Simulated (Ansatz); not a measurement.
# CdS: the cost of one run

Method: DFT PBEsol, scalar-relativistic, in Ansatz 0.2.0.

## 1. The starting structure

The structure is hexagonal, space group P6_3mc (No. 186). The conventional cell has a = 4.135 Å, b = 4.135 Å, c = 6.749 Å, α = 90.00°, β = 90.00°, γ = 120.00°. Cd (site symmetry 3m) has 4 S at 2.51 to 2.60 Å as nearest neighbours. Around S (site symmetry 3m) lie 4 Cd at 2.51 to 2.60 Å.

Coordinates:

```cif
data_structure
_symmetry_space_group_name_H-M 'P 1'
_symmetry_Int_Tables_number 1
_cell_length_a 4.1348
_cell_length_b 4.1348
_cell_length_c 6.7490
_cell_angle_alpha 90.000
_cell_angle_beta 90.000
_cell_angle_gamma 120.000
_cell_volume 99.93
loop_
_atom_site_label
_atom_site_type_symbol
_atom_site_fract_x
_atom_site_fract_y
_atom_site_fract_z
_atom_site_occupancy
Cd1 Cd 0.33333 0.66667 0.00000 1
Cd2 Cd 0.66667 0.33333 0.50000 1
S1 S 0.33333 0.66667 0.38500 1
S2 S 0.66667 0.33333 0.88500 1
```

Atoms are numbered in the order of the input: Cd1, Cd2, S3, S4.

## 2. After the deformation

Space group P6_3mc before, P1 after.

## 3. Full-potential LAPW

input.yaml reads:

```yaml
crystal:
  lattice:
    - [4.1347992034, -0.020673996, -0.020673996]
    - [-2.0853038074, 3.5911781477, -0.0075672077]
    - [-0.033745, -0.033745, 6.749]
  atoms:
    - { symbol: Cd, position: [0.3333333333, 0.6666666667, 0.0] }
    - { symbol: Cd, position: [0.6666666667, 0.3333333333, 0.5] }
    - { symbol: S, position: [0.3333333333, 0.6666666667, 0.385] }
    - { symbol: S, position: [0.6666666667, 0.3333333333, 0.885] }
kpoints:
  mp_grid: { grid: [7, 7, 4] }
  band_path:
    path:
      - [0.0, 0.0, 0.0]
      - [0.0, 0.0, 0.5]
      - [-0.5, 0.5, 0.0]
      - [0.0, 0.0, 0.0]
      - [0.0, -0.5, 0.0]
      - [-0.5, 0.0, 0.5]
      - [0.0, 0.0, 0.0]
      - [-0.5, 0.0, 0.0]
      - [0.0, -0.5, 0.5]
    npoints: 5
scf:
  occupations: { method: fermi_dirac, width: 0.01 }
hamiltonian:
  xc: pbesol
  pseudopotentials: { kind: all_electron, lapw: { basis_error: 0.001 } }
output:
  forces: true
  stress: true
  eigenvalues: true
```

On the command line:

```bash
ansatz run input.yaml --threads 1 --pin off --max-ram 6144MiB --backend cpu --events-out ev --progress --plain --runs-dir out
```

What time and memory should one allow on 1 thread of Intel Xeon Platinum 8488C (Sapphire Rapids), shared host?

About 1.8 min, with a peak of 0.74 GiB.
